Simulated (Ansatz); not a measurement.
A plane-wave DFT run in Ansatz 0.2.0 (scalar-relativistic PAW potentials unless the input names others): input and command.

```yaml
crystal:
  lattice:
    - [-1.6125573273, 1.6125573273, 1.6125573273]
    - [1.6125573273, -1.6125573273, 1.6125573273]
    - [3.2251146547, 3.2251146547, 0.0]
  atoms:
    - { symbol: Ag, position: [0.0219250122, -0.0219250122, 0.0] }
    - { symbol: Ag, position: [0.4780749878, 0.5219250122, 0.5] }
basis:
  ecutwfc: 420
  xc_grid: 4
kpoints:
  mp_grid: { grid: [22, 22, 14] }
hamiltonian:
  xc: pbesol
scf:
  occupations: { method: gaussian, width: 0.15 }
output:
  forces: true
  eigenvalues: true
  stress: true
```

```bash
ansatz run input.yaml --threads 2 --pin off --max-ram 5120MiB --backend cpu --events-out ev --progress --plain --runs-dir out
```

Abridged log:
```
Basis set: ecut = 420 eV, 649 PW (Γ), exchange–correlation on 80×80×128 points (64 copies of the dense FFT grid, shifted against one another)
Bands: 23, of which v1, the nominal top of the filled ones, is band 19 counted from 1 (18 counted from 0)
Symmetry: 8 space group operations
k-points: 1064 of 6776
SCF iter   1: F=—  HF=-15044.435215 eV  |F-HF|=—  |Δ(HF+E_count)|=         —  Δρ=1.06e-2  dr2=3.45e-2  ethr=1.77e-3  ⟨swp⟩=4.4  Hψ=88098  notcnv=0
SCF iter   2: F=—  HF=-15044.426192 eV  |F-HF|=—  |Δ(HF+E_count)|=   9.02e-3  Δρ=2.76e-3  dr2=2.31e-3  ethr=9.08e-5  ⟨swp⟩=2.2  Hψ=46519  notcnv=0
SCF iter   3: F=—  HF=-15044.425549 eV  |F-HF|=—  |Δ(HF+E_count)|=   6.42e-4  Δρ=1.08e-3  dr2=1.96e-4  ethr=6.07e-6  ⟨swp⟩=2.3  Hψ=32902  notcnv=0
SCF iter   4: F=—  HF=-15044.425524 eV  |F-HF|=—  |Δ(HF+E_count)|=   2.59e-5  Δρ=1.53e-4  dr2=3.63e-6  ethr=5.17e-7  ⟨swp⟩=2.9  Hψ=47359  notcnv=0
SCF iter   5: F=—  HF=-15044.425524 eV  |F-HF|=—  |Δ(HF+E_count)|=   4.00e-7  Δρ=3.03e-5  dr2=3.03e-7  ethr=9.56e-9  ⟨swp⟩=3.0  Hψ=51970  notcnv=0
SCF iter   6: F=-15044.425524 eV  HF=-15044.425524 eV  |F-HF|=2.40e-10  |Δ(HF+E_count)|=   2.57e-8  Δρ=4.18e-6  dr2=4.36e-9  ethr=2.63e-10  ⟨swp⟩=4.5  Hψ=82465  notcnv=0
SCF 1 converged in 6 iterations: F = -15044.425524 eV  dr2 = 4.36e-9
SCF converged after 6 iterations
Free energy (F): -15044.425524 eV
Harris-Foulkes:  -15044.425524 eV  (|F-HF|=2.40e-10)
Internal energy: -15044.417824 eV  (E = F + TS)
E sigma→0 (E₀):  -15044.421674 eV
Entropy (-TS):   -0.007700 eV (-3.850 meV/atom)
Fermi energy:    17.553773 eV
--- Forces (eV/Å), atoms counted from 1 ---
  atom   1  Ag    -0.01179902     0.01179902     0.00000000
  atom   2  Ag     0.01179902    -0.01179902     0.00000000
--- Stress (GPa, compression-positive) ---
        0.120098      -0.268759       0.000000
       -0.268759       0.120098       0.000000
        0.000000       0.000000      -0.182437
  P = ⅓ Tr σ = 0.0193 GPa (0.193 kbar)
```

Apart from outputs and empty bands, the input differs from a reference run on usual settings in basis.xc_grid: not typed → 4. The reference, at the same geometry (not necessarily relaxed), gave pressure 0.02 GPa, largest force 0.017 eV/Å, no gap on the mesh. This run converged in 6 SCF iterations (reference: 6) with an energy at zero smearing within 0.01 meV/atom of the reference's, pressure 0.02 GPa, largest force 0.017 eV/Å, no gap on the mesh.

The run took 8.6 s on 2 threads of Intel(R) Xeon(R) 6975P-C (Granite Rapids), with other jobs on the host, peak memory 0.89 GiB.